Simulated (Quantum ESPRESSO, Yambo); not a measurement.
# A GW chain in Yambo: CdS (Hawleyite), part 3 of 3

How does a plane-wave GW calculation on CdS (Hawleyite) run from the first input to the gap?

Quantum ESPRESSO 7.5 and Yambo 5.3.0; PBE and many-body steps on it, plane waves. Known limits of the many-body steps: not at the basis limit; no spin-orbit coupling; coarse k mesh.

So far. Step 3 (Bands along the symmetry lines): The gap is 1.145 eV, as in the run before at this level. Step 4 (Empty states on the mesh, 4×4×4 mesh, 125 bands): On this mesh the gap is 1.145 eV.

### Step 6. Screening and self-energy, 4×4×4 mesh, 125 bands, screening to 129.3 eV

G0W0 replaces the xc potential by the self-energy, built once from these orbitals. Only a window of levels is corrected, while the sums run over the empty bands that the input names.

This step: G0W0 on PBE, plane waves, norm-conserving pseudopotentials.

Input file gw1.in:

```
HF_and_locXC
gw0
dyson
ppa
em1d
rim_cut
RandQpts= 1000000
RandGvec= 1 RL
EXXRLvcs= 94 Ry
VXCRLvcs= 376 Ry
Chimod= "HARTREE"
% BndsRnXp
 1 | 125 |
%
NGsBlkXp= 9.5 Ry
% LongDrXp
 1 | 1 | 1 |
%
% GbndRnge
 1 | 125 |
%
DysSolver= "n"
ExtendOut
PPAPntXp= 27.21138 eV
% QPkrange
 1 | 8 | 11 | 18 |
%
```

Command:

```bash
> OMP_NUM_THREADS=1 mpirun -n 8 yambo -F gw1.in -J gw1 -C gw1 > gw1.log
```

Log:

```text
 Yambo, version 5.3.0

 [02] CORE Variables Setup
 =========================

  [... cell, symmetries and grids as in the set-up ...]

  [02.05] Energies & Occupations
  ==============================

  [X] === General ===
  [X] Electronic Temperature                        :  0.000000  0.000000 [eV K]
  [X] Bosonic    Temperature                        :  0.000000  0.000000 [eV K]
  [X] Finite Temperature mode                       : no
  [X] El. density                                   :  0.52403E+24 [cm-3]
  [X] Fermi Level                                   :  6.982054 [eV]

  [X] === Gaps and Widths ===
  [X] Conduction Band Min                           :  1.144727 [eV]
  [X] Valence Band Max                              :  0.000000 [eV]
  [X] Filled Bands                                  :  13
  [X] Empty Bands                                   :   14  125
  [X] Direct Gap                                    :  1.144727 [eV]
  [X] Direct Gap localized at k                     :  1
  [X] Indirect Gap                                  :  1.144727 [eV]
  [X] Indirect Gap between kpts                     :  1  1
  [X] Last valence band width                       :  2.183509 [eV]
  [X] 1st conduction band width                     :  4.279643 [eV]

 [03] Transferred momenta grid and indexing
 ==========================================

 IBZ Q-points                                      :   8
 BZ  Q-points                                      :   64

 K/Q-points units:
 rlu = crystal or reduced units; cc = cartesian coordinates; iku = interal k-units

 Q [1]          [rlu]:  0.000000  0.000000  0.000000
 Q [2]          [rlu]: -0.40681E-17 -0.40681E-17  0.25000
 Q [3]          [rlu]:  0.81362E-17  0.81362E-17 -0.50000
 Q [4]          [rlu]: -0.62139E-17  0.25000      0.25000
 Q [5]          [rlu]: -0.38278E-17  0.25000      0.50000
 Q [6]          [rlu]:  0.81362E-17  0.25000     -0.25000
 Q [7]          [rlu]:  0.12428E-16 -0.50000     -0.50000
 Q [8]          [rlu]:  0.250000 -0.500000 -0.250000

 [04] Coloumb potential Random Integration (RIM)
 ===============================================

  [04.01] RIM initialization
  ==========================

  * Diagonal components only detected *

  8 x (sBL volume)        :  0.092606 [a.u.]
  sBZ random points       :  1000000
  Points outside the sBZ  :   7987327
  RL volume               :  0.740845 [a.u.]
  Integrated volume       :  0.742020 [a.u.]

  [04.02] RIM integrals
  =====================

  Gamma point sphere radius             :  0.082066 [a.u.]
  Points outside the sphere             :   799513
  [Int_sBZ(q=0) 1/q^2]*(Vol_sBZ)^(-1/3) =:  7.764325
                                 should be <:  7.795600

  Summary of Coulomb integrals for non-metallic bands |Q|[au] RIM/Bare

  Q [1] 0.100000E-4 0.995988 * Q [2] 0.246825 1.065884
  Q [4] 0.285009 1.064810 * Q [6] 0.403064 1.027704
  Q [5] 0.472634 1.020409 * Q [3] 0.493651 1.018308
  Q [7] 0.570019 1.014905 * Q [8] 0.637300 1.011860

 [05] Dipoles
 ============

  [05.01] Setup: observables and procedures
  =========================================

 [06] Dynamic Dielectric Matrix (PPA)
 ====================================

 [SLK-Inversion]  Pools        :  2
 [SLK-Inversion]  BLACS grid   :  2  2

 [WR./gw1//ndb.pp]---------------------------------------------------------------
  Brillouin Zone Q/K grids (IBZ/BZ)                :    8   64    8   64
  RL vectors                                       :   6183 [WF]
  Coulomb cutoff potential                         : none
  Electronic Temperature                           :  0.000000 [K]
  Bosonic    Temperature                           :  0.000000 [K]
  PPA    diel. fun.  energies                      : Perdew, Burke & Ernzerhof(X)+Perdew, Burke & Ernzerhof(C)
  wavefunctions                                    : Perdew, Burke & Ernzerhof(X)+Perdew, Burke & Ernzerhof(C)
  Global Gauge                                     : length
  X matrix size                                    :  181
  X band range                                     :    1  125
  X e/h energy range                               : -1.000000 -1.000000 [eV]
  X Time ordering                                  : R
  X Hxc Kernel                                     : HARTREE
  X Drude frequency                                :  0.000000  0.000000
  X poles                                          :  100.0000 [o/o]
  RL vectors in the sum                            :   6183
  [r,Vnl] included                                 : yes
  Field direction                                  :  0.577350E-5  0.577350E-5  0.577350E-5
  BZ energy Double Grid                            : no
  BZ energy DbGd points                            : 0
  BZ Q point size factor                           : -1.000000
  X Optical Averaged directions                    : none

 [07] Local Exchange-Correlation + Non-Local Fock
 ================================================

 [VXC] Plane waves :   41151
 [EXS] Plane waves :   5161

 QP @ state[ 1 ] K range:   1   8
 QP @ state[ 1 ] b range:  11  18

 [xc] Functional : Perdew, Burke & Ernzerhof(X)+Perdew, Burke & Ernzerhof(C)
 [xc] LIBXC used to calculate xc functional
  PP Number of Atomic Species                      :  2
  NLCC RL compoments                               :   41151
  PP Number of Atomic Species                      :  2
  NLCC RL compoments                               :   41151

 [xc] E_xc :  -17.59455 [Ha]
      E_xc :  -35.18910 [Ry]

  Local XC kind (lXC) : Perdew, Burke & Ernzerhof(X)+Perdew, Burke & Ernzerhof(C)
  Non-Local XC kind (nlXC) : Hartree-Fock

  Corrections @ K [1] :  [eV]
 <11|nlXC|11> = -18.34340 -0.70662E-17 <11|lXC|11> = -15.38910 -0.18882E-15
 <12|nlXC|12> = -18.34339  0.15476E-16 <12|lXC|12> = -15.38911  0.11801E-16
 <13|nlXC|13> = -18.34335 -0.17709E-16 <13|lXC|13> = -15.38911 -0.37763E-15
 <14|nlXC|14> = -6.737010  0.28227E-17 <14|lXC|14> = -10.63635  0.18882E-15
 <15|nlXC|15> = -5.838161 -0.27103E-18 <15|lXC|15> = -10.64223 -0.35403E-16
 <16|nlXC|16> = -5.838107 -0.31928E-18 <16|lXC|16> = -10.64223  0.000000
 <17|nlXC|17> = -5.837880 -0.94006E-18 <17|lXC|17> = -10.64223  0.26552E-16
 <18|nlXC|18> = -6.072426 -0.72420E-18 <18|lXC|18> = -11.79646 -0.23602E-16

  Corrections @ K [2] :  [eV]
 <11|nlXC|11> = -17.37377  0.69215E-19 <11|lXC|11> = -13.88817 -0.18882E-15
 <12|nlXC|12> = -17.92712  0.49598E-17 <12|lXC|12> = -14.86737  0.18882E-15
[...]
Corrections @ K [3] :  [eV]
[...]
Corrections @ K [4] :  [eV]
[...]
Corrections @ K [5] :  [eV]
[...]
[... 2 further k-points ...]
  Corrections @ K [8] :  [eV]
[...]
<14|nlXC|14> = -7.942451  0.15231E-17 <14|lXC|14> = -13.18907  0.18882E-15
 <15|nlXC|15> = -6.183019 -0.43531E-17 <15|lXC|15> = -10.21303 -0.53105E-16
 <16|nlXC|16> = -4.973983 -0.26643E-17 <16|lXC|16> = -9.945320  0.000000
 <17|nlXC|17> = -5.002790  0.83498E-18 <17|lXC|17> = -9.439311  0.41304E-16
 <18|nlXC|18> = -5.451713  0.14411E-17 <18|lXC|18> = -11.65987 -0.47204E-16

  [07.01] Hartree-Fock occupations report
  =======================================

  [Hartree-Fock] === General ===
  [Hartree-Fock] Electronic Temperature             :  0.000000  0.000000 [eV K]
  [Hartree-Fock] Bosonic    Temperature             :  0.000000  0.000000 [eV K]
  [Hartree-Fock] Finite Temperature mode            : no
  [Hartree-Fock] El. density                        :  0.52403E+24 [cm-3]
  [Hartree-Fock] Fermi Level                        :  6.982054 [eV]

  [Hartree-Fock] === Gaps and Widths ===
  [Hartree-Fock] Conduction Band Min                :  5.044063 [eV]
  [Hartree-Fock] Valence Band Max                   : -2.954247 [eV]
  [Hartree-Fock] Filled Bands                       :  13
  [Hartree-Fock] Empty Bands                        :   14  125
  [Hartree-Fock] Direct Gap                         :  7.998309 [eV]
  [Hartree-Fock] Direct Gap localized at k          :  1
  [Hartree-Fock] Indirect Gap                       :  7.998309 [eV]
  [Hartree-Fock] Indirect Gap between kpts          :  1  1
  [Hartree-Fock] Last valence band width            :  2.932948 [eV]
  [Hartree-Fock] 1st conduction band width          :  5.626924 [eV]

 [08] Dyson equation: Newton solver
 ==================================

  [08.01] G0W0 (W PPA)
  ====================

  [  GW  ] Bands range     :    1  125
  [GW/PPA] G damping       :  0.100000 [eV]

  QP @ state[ 1 ] K range:   1   8
  QP @ state[ 1 ] b range:  11  18

   Sc/G bands                                       :    1  125
   Sc/G damping                                     :  0.100000 ev
   Sc bands terminator                              : no
   Sx RL components                                 :   5161

   QP @ state[ 1 ] K range                          :   1   8
   QP @ state[ 1 ] b range                          :  11  18
   GF energies kind                                 : Perdew, Burke & Ernzerhof(X)+Perdew, Burke & Ernzerhof(C)
   GF WF`s kind                                     : Perdew, Burke & Ernzerhof(X)+Perdew, Burke & Ernzerhof(C)
   Xs energies kind                                 : Perdew, Burke & Ernzerhof(X)+Perdew, Burke & Ernzerhof(C)
   Xs WF`s kind                                     : Perdew, Burke & Ernzerhof(X)+Perdew, Burke & Ernzerhof(C)

 [11] Game Over & Game summary
```

It took 3.3 min on 8 MPI ranks of Arm Neoverse V1, shared host; peak memory 4.1 GiB; 26 min of CPU time.

This step gave:

```yaml
g0w0_gap_on_the_mesh: 2.126 eV
starting_gap_on_the_mesh: 1.145 eV
k_of_the_valence_top: 0, 0, 0
k_of_the_conduction_bottom: 0, 0, 0
least_direct_g0w0_gap_on_the_computed_points: 2.126 eV
z_at_the_valence_top: 0.7870
z_at_the_conduction_bottom: 0.8162
```

The gap on the mesh goes from 1.14 eV to 2.13 eV, a correction of +0.98 eV.

Limits: finite bands, cutoff and mesh; no spin-orbit coupling; coarse k mesh. v1 is the top filled band, c1 the lowest empty one. The levels before and after the correction (eV, zero at the valence-band top of each column):

```csv
,conduction bottom,valence top
Kohn-Sham,1.14,0.00
G0W0,2.13,0.00
```

```csv
,level,energy (eV)
Kohn-Sham,Γ v3-v1,0.000
Kohn-Sham,Γ c1,1.145
Kohn-Sham,Γ c2-c4,6.531
G0W0,Γ v3-v1,0.000
G0W0,Γ c1,2.126
G0W0,Γ c2-c4,7.744
```

### Step 7. Where the time went

Times are wall times on the hardware named with each run, good to a factor of about two.

```csv
step,time,share,memory (GiB)
ground state,11 s,5 %,0.55
bands along the symmetry lines,6 s,3 %,0.5
empty states on the mesh,9.8 s,4 %,0.59
conversion and set-up,3 s,1 %,0.25
screening and self-energy,3.3 min,87 %,4.1
```

### Step 8. What came out

```json
{
 "PBE gap": "1.14 eV, direct",
 "G0W0 gap on the mesh": "2.13 eV",
 "GW settings": "4×4×4 mesh, 125 bands, screening to 129.3 eV, Godby-Needs plasmon pole",
 "known limits": "not at the basis limit; no spin-orbit coupling; coarse k mesh"
}
```

**Reading.** G0W0 moves the gap on the mesh from 1.14 eV to 2.13 eV (+0.98 eV), with Z of 0.79 and 0.82 at the edges. The dearest step here is «screening and self-energy». Against experiment, by G0W0@PBE: the gap of 2.13 eV lies −0.29 eV from the measured 2.42 eV (optical, 1995). An exciton line or allowed optical edge lies below the quasiparticle gap by the binding energy; a forbidden edge can push the onset above it. The calculation has static nuclei and no excitons; a measured gap holds zero-point and thermal motion, which mostly lowers it. Bands and cutoff are finite, so the gap is not at the basis limit. The miss can reach some tenths of an eV and take either sign; the mesh is an error of its own. The 4×4×4 mesh is coarse for this cell, which bears on the long-range parts of exchange and screening. The many-body steps are scalar-relativistic: spin-orbit coupling is not in them.

[Paths, hosts, dates, memory and timing lines, banners, echoed tables and standing remarks are left out of the program output.]

[Logs are printed without paths, hosts, clocks, repeated set-up lines and the standing remarks that a program may print on its own settings, such as how far it seeks lower states.]

[Runs of the session that timed out or met a known fault of the program may be left out.]

[Hosts, paths, dates, database ids (printed as entryN), source tags and the programs' standing remarks are cut or masked in the printed files.]
